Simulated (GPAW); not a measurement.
# Work function of 2H-WS2 monolayer at several levels

Wanted: work functions and dipole of 2H-WS2 monolayer, with the cost of each level. Where a layer proves gapped, the work function hangs on where the smearing puts the Fermi level, and the band edges take its place.

Main program and level: GPAW 26.7.0; GPAW, PAW setups; layer in a repeated cell with vacuum, relaxation of atoms and in-plane cell, in the first sound run; inputs show where later runs differ.

**1. Starting point**

The cell holds 3 atoms: 2 S and 1 W. Cell: a = 3.180 Å, b = 3.180 Å, c = 17.476 Å, α = 90.0°, β = 90.0°, γ = 120.0°. Vacuum lies along c.

**2. Relaxing the atoms**

The atoms are relaxed first, since the surface dipole, and with it the work function, follows the positions of the outer layers.

run.py reads:

```python
import json
import numpy as np
from ase import Atoms
from ase.filters import FrechetCellFilter
from ase.optimize import BFGS
from gpaw import GPAW, PW

slab = Atoms(
    ['S', 'W', 'S'],
    positions=[
        [-0.00000, 1.83597, 7.00000],
        [0.00000, 0.00000, 8.73781],
        [-0.00000, 1.83597, 10.47562]],
    cell=[[3.18, 0.0, 0.0], [-1.59, 2.75396, 0.0], [0.0, 0.0, 17.4756]],
    pbc=[True, True, True])

slab.calc = GPAW(mode=PW(600), xc='PBE', kpts={'size': (12, 12, 1), 'gamma': True},
                 occupations={'name': 'fermi-dirac', 'width': 0.05}, nbands='160%',
                 convergence={'density': 1e-05}, maxiter=200,
                 symmetry={'tolerance': 1e-3}, txt='slab.txt')
result = {}
# The in-plane cell is free; stress needs a cell that repeats along all three vectors
path = []
opt = BFGS(FrechetCellFilter(slab, mask=[1, 1, 0, 0, 0, 1]), maxstep=0.2)
opt.attach(lambda: path.append((slab.get_potential_energy(), slab.positions.tolist(), slab.get_forces().tolist())))
result['relaxed'] = bool(opt.run(fmax=0.02, steps=45))
result['path'] = path
result['cell'] = slab.cell.tolist()
print('in-plane lattice', slab.cell.cellpar().round(4)[[0, 1, 5]])
energy = slab.get_potential_energy()
fermi = slab.calc.get_fermi_level()
v = slab.calc.get_electrostatic_potential().mean((0, 1)) - fermi
n = slab.calc.get_pseudo_density().mean((0, 1))
L = slab.cell[2, 2]
z = np.arange(len(v)) * L / len(v)
low, high = slab.positions[:, 2].min(), slab.positions[:, 2].max()
below, above = np.interp([low - 4.8, high + 4.8], z, v)
slopes = [np.interp(x, z, np.gradient(v, z)) for x in (low - 4.8, high + 4.8)]
eps = np.array([[slab.calc.get_eigenvalues(k, s) for k in range(len(slab.calc.get_ibz_k_points()))]
                for s in range(slab.calc.get_number_of_spins())]) - fermi
top, bottom = eps[eps < 0].max(), eps[eps > 0].min()
dipole = slab.get_dipole_moment()[2]
print(f'energy {energy:.4f} eV, Fermi level {fermi:.4f} eV, dipole {dipole:.5f} e A')
print(f'potential 4.8 A off the faces, from the Fermi level: lower {below:.4f} eV, upper {above:.4f} eV')
print(f'slope of the potential there: lower {slopes[0]:.5f}, upper {slopes[1]:.5f} eV/A')
print(f'nearest levels on the mesh: {top:.4f} and {bottom:.4f} eV')
print('magnetic moment', round(slab.get_magnetic_moment(), 3))
result.update(energy=energy, fermi=fermi, dipole=dipole, below=below, above=above, slopes=slopes, edges=[top, bottom],
              z=z.tolist(), v=v.tolist(), n=n.tolist(), positions=slab.positions.tolist(),
              forces=slab.get_forces(apply_constraint=False).tolist(), moments=slab.get_magnetic_moments().tolist())
json.dump(result, open('result.json', 'w'))
```

Launch:

```bash
OMP_NUM_THREADS=1 OPENBLAS_NUM_THREADS=1 python run.py
```

The program printed:

```text
Step          Energy          fmax
BFGS:    0      -21.812691        2.571880
BFGS:    1      -21.999147        2.036531
BFGS:    2      -22.221827        0.778637
BFGS:    3      -22.245970        0.347560
BFGS:    4      -22.251273        0.305124
BFGS:    5      -22.265211        0.014009
in-plane lattice [  3.1853   3.1853 120.    ]
energy -22.2652 eV, Fermi level 0.0266 eV, dipole 0.00022 e A
potential 4.8 A off the faces, from the Fermi level: lower 4.7987 eV, upper 4.7976 eV
slope of the potential there: lower 0.00016, upper 0.00032 eV/A
nearest levels on the mesh: -0.9235 and 0.8929 eV
magnetic moment 0.0
```

Run time: 3.4 min. Hardware: 1 thread of Arm Neoverse V2, shared host; peak memory 0.33 GiB.

Numbers from this step:

- dipole along the normal: 2.24e-4 e·Å
- levels nearest the Fermi level on the mesh: -0.9235, 0.8929 eV from the Fermi level

Electrostatic potential energy of an electron (without an applied field's), less the Fermi level, planar mean against z:

```tsv
z (Å)	electrostatic potential energy of an electron (without an applied field's), less the Fermi level, planar mean (eV)
0	4.80
1	4.80
2	4.80
3	4.80
4	4.80
5	4.74
6	3.50
7	-16.5
8	-8.21
9	-20.4
10	-13.0
11	-0.897
12	4.55
13	4.79
14	4.80
15	4.80
16	4.80
17	4.80
```

The pseudo valence density, planar mean by z:

```tsv
z (Å)	pseudo valence density, planar mean (e/Å³)
4	1.4e-4
5	0.00306
6	0.0736
7	0.403
8	0.527
9	1.14
10	0.509
11	0.259
12	0.0139
13	6.0e-4
14	2.9e-5
```

The relaxation lowered the energy of the cell by 0.453 eV (energies extrapolated to zero smearing; the optimiser's log prints free energies). The largest force left on a free atom is 0.011 eV/Å.

**3. Plane waves, PBE**

With the geometry fixed, the planar mean of the potential gives the vacuum level on each side.

This step: GPAW, PAW setups; slab in vacuum (GPAW 26.7.0).

The cell differs from the one that the last finished run ended in (c 17.476 → 17.144 Å).

run.py, as its differences from that of step 2:

```diff
@@ -3,4 +3,2 @@
 from ase import Atoms
-from ase.filters import FrechetCellFilter
-from ase.optimize import BFGS
 from gpaw import GPAW, PW
@@ -10,21 +8,14 @@
     positions=[
-        [-0.00000, 1.83597, 7.00000],
-        [0.00000, 0.00000, 8.73781],
-        [-0.00000, 1.83597, 10.47562]],
-    cell=[[3.18, 0.0, 0.0], [-1.59, 2.75396, 0.0], [0.0, 0.0, 17.4756]],
-    pbc=[True, True, True])
+        [-0.00000, 1.83906, 7.00000],
+        [-0.00000, 0.00000, 8.57214],
+        [-0.00000, 1.83906, 10.14428]],
+    cell=[[3.18534, 0.0, 0.0], [-1.59267, 2.75859, 0.0], [0.0, 0.0, 17.1443]],
+    pbc=[True, True, False])
 
-slab.calc = GPAW(mode=PW(600), xc='PBE', kpts={'size': (12, 12, 1), 'gamma': True},
+slab.calc = GPAW(mode=PW(400), xc='PBE', kpts={'size': (12, 12, 1), 'gamma': True},
                  occupations={'name': 'fermi-dirac', 'width': 0.05}, nbands='160%',
                  convergence={'density': 1e-05}, maxiter=200,
+                 poissonsolver={'dipolelayer': 'xy'},
                  symmetry={'tolerance': 1e-3}, txt='slab.txt')
 result = {}
-# The in-plane cell is free; stress needs a cell that repeats along all three vectors
-path = []
-opt = BFGS(FrechetCellFilter(slab, mask=[1, 1, 0, 0, 0, 1]), maxstep=0.2)
-opt.attach(lambda: path.append((slab.get_potential_energy(), slab.positions.tolist(), slab.get_forces().tolist())))
-result['relaxed'] = bool(opt.run(fmax=0.02, steps=45))
-result['path'] = path
-result['cell'] = slab.cell.tolist()
-print('in-plane lattice', slab.cell.cellpar().round(4)[[0, 1, 5]])
 energy = slab.get_potential_energy()
```

The program printed:

```text
energy -22.2302 eV, Fermi level 0.1180 eV, dipole -0.00019 e A
potential 4.8 A off the faces, from the Fermi level: lower 4.7985 eV, upper 4.8026 eV
slope of the potential there: lower -0.00010, upper 0.00010 eV/A
nearest levels on the mesh: -0.9228 and 0.8938 eV
magnetic moment 0.0
```

Elapsed: 18 s, on 1 thread; peak memory 0.17 GiB.

This step gave:

| Quantity | Value |
| --- | --- |
| dipole along the normal | -1.89e-4 e·Å |
| levels nearest the Fermi level on the mesh | -0.9228, 0.8938 eV from the Fermi level |
| upper work function | 4.803 eV |
| lower work function | 4.798 eV |
| upper ionisation energy | 5.725 eV |

Table of electrostatic potential energy of an electron (without an applied field's), less the Fermi level, planar mean by z:

```tsv
z (Å)	electrostatic potential energy of an electron (without an applied field's), less the Fermi level, planar mean (eV)
0.0	4.80
0.5	4.80
1.0	4.80
1.5	4.80
2.0	4.80
2.5	4.80
3.0	4.80
3.5	4.80
4.0	4.79
4.5	4.78
5.0	4.70
5.5	4.35
6.0	2.63
6.5	-5.16
7.0	-19.3
7.5	-8.48
8.0	-11.4
8.5	-23.9
9.0	-15.4
9.5	-7.23
10.0	-17.7
10.5	-9.67
11.0	1.35
11.5	4.09
12.0	4.66
12.5	4.77
13.0	4.80
13.5	4.80
14.0	4.80
14.5	4.80
15.0	4.80
15.5	4.80
16.0	4.80
16.5	4.80
17.0	4.80
```

Pseudo valence density, planar mean against z:

z (Å), pseudo valence density, planar mean (e/Å³) and a bar from the least value:
```
     0.00       0.00 
     0.43       0.00 
     0.86       0.00 
     1.29       0.00 
     1.93       0.00 
     2.36       0.00 
     2.79       0.00 
     3.21       0.00 
     3.64       0.00 
     4.07       0.00 
     4.50       0.00 
     4.93       0.00 
     5.57       0.03 #
     6.00       0.12 ###
     6.43       0.32 ########
     6.86       0.40 ##########
     7.29       0.51 ############
     7.71       0.51 ############
     8.14       0.81 ###################
     8.79       1.25 ##############################
     9.22       0.56 #############
     9.64       0.52 ############
    10.07       0.42 ##########
    10.50       0.41 ##########
    10.93       0.21 #####
    11.36       0.06 #
    12.00       0.01 
    12.43       0.00 
    12.86       0.00 
    13.29       0.00 
    13.72       0.00 
    14.14       0.00 
    14.57       0.00 
    15.00       0.00 
    15.64       0.00 
    16.07       0.00 
    16.50       0.00 
    16.93       0.00
```

The layer is gapped, so the Fermi level lies somewhere inside the gap, set by smearing and numerics, and these work functions are no property of the material; the band edges below the vacuum level are. The potential is flat to 1.0e-4 eV/Å where it is read, so the vacuum is wide enough.

**4. Self-consistent run: xc = "revPBE"**

The same geometry under revPBE, to see how far the functional moves the levels against the vacuum.

run.py, as its differences from that of step 3:

```diff
@@ -14,3 +14,3 @@
 
-slab.calc = GPAW(mode=PW(400), xc='PBE', kpts={'size': (12, 12, 1), 'gamma': True},
+slab.calc = GPAW(mode=PW(400), xc='revPBE', kpts={'size': (12, 12, 1), 'gamma': True},
                  occupations={'name': 'fermi-dirac', 'width': 0.05}, nbands='160%',
```

The program printed:

```text
energy -21.2116 eV, Fermi level 0.2062 eV, dipole -0.00019 e A
potential 4.8 A off the faces, from the Fermi level: lower 4.6992 eV, upper 4.7033 eV
slope of the potential there: lower -0.00011, upper 0.00011 eV/A
nearest levels on the mesh: -0.9221 and 0.8951 eV
magnetic moment 0.0
```

Elapsed: 18 s, on 1 thread; peak memory 0.17 GiB.

This step gave:

* levels nearest the Fermi level on the mesh: -0.9221, 0.8951 eV from the Fermi level
* upper work function: 4.703 eV
* lower work function: 4.699 eV
* upper ionisation energy: 5.625 eV

The electrostatic potential energy of an electron (without an applied field's), less the Fermi level, planar mean by z:

z (Å), electrostatic potential energy of an electron (without an applied field's), less the Fermi level, planar mean (eV) and a bar from the least value:
```
      0.0        4.7 ##############################
      0.5        4.7 ##############################
      1.0        4.7 ##############################
      1.5        4.7 ##############################
      2.0        4.7 ##############################
      2.5        4.7 ##############################
      3.0        4.7 ##############################
      3.5        4.7 ##############################
      4.0        4.7 ##############################
      4.5        4.7 ##############################
      5.0        4.6 ##############################
      5.5        4.3 ##############################
      6.0        2.6 ############################
      6.5       -5.2 ####################
      7.0      -19.4 #####
      7.5       -8.5 ################
      8.0      -11.5 #############
      8.5      -24.0 
      9.0      -15.5 #########
      9.5       -7.3 #################
     10.0      -17.7 #######
     10.5       -9.7 ###############
     11.0        1.3 ##########################
     11.5        4.0 #############################
     12.0        4.6 ##############################
     12.5        4.7 ##############################
     13.0        4.7 ##############################
     13.5        4.7 ##############################
     14.0        4.7 ##############################
     14.5        4.7 ##############################
     15.0        4.7 ##############################
     15.5        4.7 ##############################
     16.0        4.7 ##############################
     16.5        4.7 ##############################
     17.0        4.7 ##############################
```

Pseudo valence density, planar mean against z:

```tsv
z (Å)	pseudo valence density, planar mean (e/Å³)
0.00	0
0.64	0
1.07	0
1.71	0
2.36	2.2e-6
3.00	1.2e-5
3.43	4.2e-5
4.07	2.8e-4
4.71	0.00199
5.36	0.0154
5.79	0.0613
6.43	0.325
7.07	0.421
7.50	0.518
8.14	0.805
8.79	1.25
9.43	0.505
9.86	0.510
10.50	0.409
11.14	0.117
11.57	0.0309
12.22	0.00389
12.86	5.4e-4
13.50	8.0e-5
13.93	2.3e-5
14.57	3.6e-6
15.22	0
15.86	0
16.29	0
16.93	0
```

Force by atom:

```tsv
atom	x (eV/Å)	y (eV/Å)	z (eV/Å)	size
S1	0.000	0.000	-0.170	0.170
W2	0.000	0.000	0.000	0.000
S3	0.000	0.000	0.170	0.170
```

The highest filled level lies 0.922 eV under the Fermi level, so the ionisation energy from the upper face is 4.703 + 0.922 = 5.625 eV, against 5.725 eV in the base run.

**5. Self-consistent run: xc = "vdW-DF2"**

The same geometry under vdW-DF2, to see how far the functional moves the levels against the vacuum (the van der Waals functionals take revPBE setups).

run.py, as its differences from that of step 4:

```diff
@@ -14,3 +14,3 @@
 
-slab.calc = GPAW(mode=PW(400), xc='revPBE', kpts={'size': (12, 12, 1), 'gamma': True},
+slab.calc = GPAW(mode=PW(400), xc='vdW-DF2', kpts={'size': (12, 12, 1), 'gamma': True},
                  occupations={'name': 'fermi-dirac', 'width': 0.05}, nbands='160%',
```

The program printed:

```text
energy -225.2816 eV, Fermi level -0.1384 eV, dipole -0.00019 e A
potential 4.8 A off the faces, from the Fermi level: lower 5.1938 eV, upper 5.1980 eV
slope of the potential there: lower -0.00016, upper 0.00016 eV/A
nearest levels on the mesh: -0.9409 and 0.9109 eV
magnetic moment 0.0
```

Elapsed: 26 s, on 1 thread; peak memory 0.27 GiB.

This step gave:

```yaml
levels_nearest_the_fermi_level_on_the_mesh: -0.9409, 0.9109 eV from the Fermi level
upper_work_function: 5.198 eV
lower_work_function: 5.194 eV
upper_ionisation_energy: 6.139 eV
```

The highest filled level lies 0.941 eV under the Fermi level, so the ionisation energy from the upper face is 5.198 + 0.941 = 6.139 eV, against 5.725 eV in the base run.

**6. OptPBE vdW: xc = "optPBE-vdW"**

The same geometry under optPBE-vdW, to see how far the functional moves the levels against the vacuum (the van der Waals functionals take revPBE setups).

run.py, as its differences from that of step 5:

```diff
@@ -14,3 +14,3 @@
 
-slab.calc = GPAW(mode=PW(400), xc='vdW-DF2', kpts={'size': (12, 12, 1), 'gamma': True},
+slab.calc = GPAW(mode=PW(400), xc='optPBE-vdW', kpts={'size': (12, 12, 1), 'gamma': True},
                  occupations={'name': 'fermi-dirac', 'width': 0.05}, nbands='160%',
```

The program printed:

```text
energy -49.8255 eV, Fermi level -0.0634 eV, dipole -0.00019 e A
potential 4.8 A off the faces, from the Fermi level: lower 5.0477 eV, upper 5.0519 eV
slope of the potential there: lower -0.00015, upper 0.00015 eV/A
nearest levels on the mesh: -0.9330 and 0.8930 eV
magnetic moment 0.0
```

Wall time 26 s (1 thread); peak memory 0.27 GiB.

This step gave:

```yaml
levels_nearest_the_fermi_level_on_the_mesh: -0.9330, 0.8930 eV from the Fermi level
upper_work_function: 5.052 eV
lower_work_function: 5.048 eV
upper_ionisation_energy: 5.985 eV
```

The electrostatic potential energy of an electron (without an applied field's), less the Fermi level, planar mean by z:

```tsv
z (Å)	electrostatic potential energy of an electron (without an applied field's), less the Fermi level, planar mean (eV)
0.0	5.05
0.5	5.05
1.0	5.05
1.5	5.05
2.0	5.05
2.5	5.05
3.0	5.05
3.5	5.05
4.0	5.04
4.5	5.02
5.0	4.93
5.5	4.54
6.0	2.77
6.5	-5.07
7.0	-19.3
7.5	-8.45
8.0	-11.4
8.5	-23.9
9.0	-15.4
9.5	-7.21
10.0	-17.6
10.5	-9.60
11.0	1.47
11.5	4.27
12.0	4.88
12.5	5.01
13.0	5.04
13.5	5.05
14.0	5.05
14.5	5.05
15.0	5.05
15.5	5.05
16.0	5.05
16.5	5.05
17.0	5.05
```

The highest filled level lies 0.933 eV under the Fermi level, so the ionisation energy from the upper face is 5.052 + 0.933 = 5.985 eV, against 5.725 eV in the base run.

**7. Self-consistent run: xc = "RPBE"**

The same geometry under RPBE, to see how far the functional moves the levels against the vacuum.

run.py, as its differences from that of step 6:

```diff
@@ -14,3 +14,3 @@
 
-slab.calc = GPAW(mode=PW(400), xc='optPBE-vdW', kpts={'size': (12, 12, 1), 'gamma': True},
+slab.calc = GPAW(mode=PW(400), xc='RPBE', kpts={'size': (12, 12, 1), 'gamma': True},
                  occupations={'name': 'fermi-dirac', 'width': 0.05}, nbands='160%',
```

The program printed:

```text
energy -21.0343 eV, Fermi level 0.2120 eV, dipole -0.00019 e A
potential 4.8 A off the faces, from the Fermi level: lower 4.7026 eV, upper 4.7068 eV
slope of the potential there: lower -0.00011, upper 0.00011 eV/A
nearest levels on the mesh: -0.9213 and 0.8963 eV
magnetic moment 0.0
```

It took 18 s on 1 thread; peak memory 0.17 GiB.

This step gave:

| Item | Value |
| --- | --- |
| levels nearest the Fermi level on the mesh | -0.9213, 0.8963 eV from the Fermi level |
| upper work function | 4.707 eV |
| lower work function | 4.703 eV |
| upper ionisation energy | 5.628 eV |

Electrostatic potential energy of an electron (without an applied field's), less the Fermi level, planar mean against z:

z (Å), electrostatic potential energy of an electron (without an applied field's), less the Fermi level, planar mean (eV) and a bar from the least value:
```
        0        4.7 ##############################
        1        4.7 ##############################
        2        4.7 ##############################
        3        4.7 ##############################
        4        4.7 ##############################
        5        4.6 ##############################
        6        2.5 ###########################
        7      -19.4 
        8      -11.5 ##########
        9      -15.5 #####
       10      -17.8 ##
       11        1.3 ##########################
       12        4.6 ##############################
       13        4.7 ##############################
       14        4.7 ##############################
       15        4.7 ##############################
       16        4.7 ##############################
       17        4.7 ##############################
```

The highest filled level lies 0.921 eV under the Fermi level, so the ionisation energy from the upper face is 4.707 + 0.921 = 5.628 eV, against 5.725 eV in the base run.

**8. Self-consistent run: xc = "LDA"**

The same geometry under LDA, to see how far the functional moves the levels against the vacuum.

run.py, as its differences from that of step 7:

```diff
@@ -14,3 +14,3 @@
 
-slab.calc = GPAW(mode=PW(400), xc='RPBE', kpts={'size': (12, 12, 1), 'gamma': True},
+slab.calc = GPAW(mode=PW(400), xc='LDA', kpts={'size': (12, 12, 1), 'gamma': True},
                  occupations={'name': 'fermi-dirac', 'width': 0.05}, nbands='160%',
```

The program printed:

```text
energy -24.7615 eV, Fermi level -0.1522 eV, dipole -0.00019 e A
potential 4.8 A off the faces, from the Fermi level: lower 5.0619 eV, upper 5.0660 eV
slope of the potential there: lower -0.00009, upper 0.00009 eV/A
nearest levels on the mesh: -0.9120 and 0.8899 eV
magnetic moment 0.0
```

The job ended after 17 s (1 thread; peak memory 0.17 GiB).

Numbers from this step:

```
levels nearest the Fermi level on the mesh : -0.9120, 0.8899 eV from the Fermi level
upper work function                        : 5.066 eV
lower work function                        : 5.062 eV
upper ionisation energy                    : 5.978 eV
```

The highest filled level lies 0.912 eV under the Fermi level, so the ionisation energy from the upper face is 5.066 + 0.912 = 5.978 eV, against 5.725 eV in the base run.

[end of part 1 of 2]

[Logs are printed without paths, hosts, clocks, repeated set-up lines and the standing remarks that a program may print on its own settings, such as how far it seeks lower states.]

[Hosts, paths, dates, database ids (printed as entryN), source tags and the programs' standing remarks are cut or masked in the printed files.]
